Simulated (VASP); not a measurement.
Runs of VASP 6.6.1 on TaN. Symmetry: P6_3/mmc, No. 194, hexagonal system. Conventional cell: a = 2.922 Å, b = 2.922 Å, c = 5.917 Å, α = 90.00°, β = 90.00°, γ = 120.00°. Around Ta (site symmetry -3m) lie 6 N at 2.24 Å. N (site symmetry -6m2) is surrounded by 6 Ta at 2.24 Å. The cell comes from a database or a generator and needn't be the stable form of this composition.

| task | level | potentials or basis | U | cell | k mesh | cutoff (eV) | gap on the mesh (eV) | pressure (GPa) | relaxed volume (Å³/atom) |
| --- | --- | --- | --- | --- | --- | --- | --- | --- | --- |
| relaxation of cell and atoms | PBE | VASP PAW PBE potentials, release 64 (Ta, N) | - | relaxed | 10 × 10 × 5 | 580 | none | 0.0 | (c) |
| relaxation of cell and atoms | RPBE+D3 | VASP PAW PBE potentials, release 64 (Ta_pv, N) | - | relaxed | 10 × 10 × 5 | 600 | none | 0.0 | 10.78 |
| relaxation of cell and atoms | PBEsol+rVV10 | VASP PAW PBE potentials, release 64 (Ta_pv, N) | - | relaxed | 10 × 10 × 5 | 600 | none | 0.0 | (a) |
| relaxation of cell and atoms | RPBE+D3(BJ) | VASP PAW PBE potentials, release 64 (Ta_pv, N) | - | relaxed | 10 × 10 × 5 | 600 | none | 0.0 | 9.79 |
| band structure | revTPSS | VASP PAW PBE potentials, release 64 (Ta_pv, N) | - | as given | 10 × 10 × 5 | 520 | - | -5.5 | - |
| relaxation of cell and atoms | PBEsol+D4 | VASP PAW PBE potentials, release 64 (Ta_pv, N) | - | relaxed | 10 × 10 × 5 | 600 | none | 0.0 | (b) |
| single point | PBEsol+U | VASP PAW PBE potentials, release 64 (Ta_pv, N) | Ta d U = 2 eV | as given | 7 × 7 × 4 | 520 | none | -3.6 | - |
| single point | PBEsol | VASP PAW PBE potentials, release 64 (Ta_pv, N) | - | as given | 7 × 7 × 4 | 520 | none | -9.7 | - |
| single point | PBEsol+U | VASP PAW PBE potentials, release 64 (Ta_pv, N) | Ta d U = 3 eV | as given | 7 × 7 × 4 | 520 | none | -0.5 | - |
| single point | PBEsol+U | VASP PAW PBE potentials, release 64 (Ta_pv, N) | Ta d U = 6 eV | as given | 7 × 7 × 4 | 520 | none | 9.4 | - |
| band structure | MS2 | VASP PAW PBE potentials, release 64 (Ta_pv, N) | - | as given | 10 × 10 × 5 | 520 | - | -8.8 | - |
| relaxation of cell and atoms | RPBE+D4 | VASP PAW PBE potentials, release 64 (Ta_pv, N) | - | relaxed | 10 × 10 × 5 | 600 | none | 0.1 | 10.74 |

Alike in all rows: no spin polarisation; smearing fermi-dirac 0.05 eV.

Q: Estimate the missing entries.

A: (a) 10.60; (b) 10.53; (c) 10.87.

Caveats: the PAW data sets were made with another functional, which shifts forces and pressure a little (some runs); pairwise dispersion overbinds metals, which lowers pressure and volume (some runs); U without spin polarisation on a metal has little footing (some runs); spin-orbit coupling is left out, which moves the levels of the heavy elements (some runs).

A k mesh can miss the band edges, and the runs leave out spin-orbit coupling on Ta.

A gap of «none» marks a metal or a gap under the smearing width.

The runs don't all hold the same shells in valence.
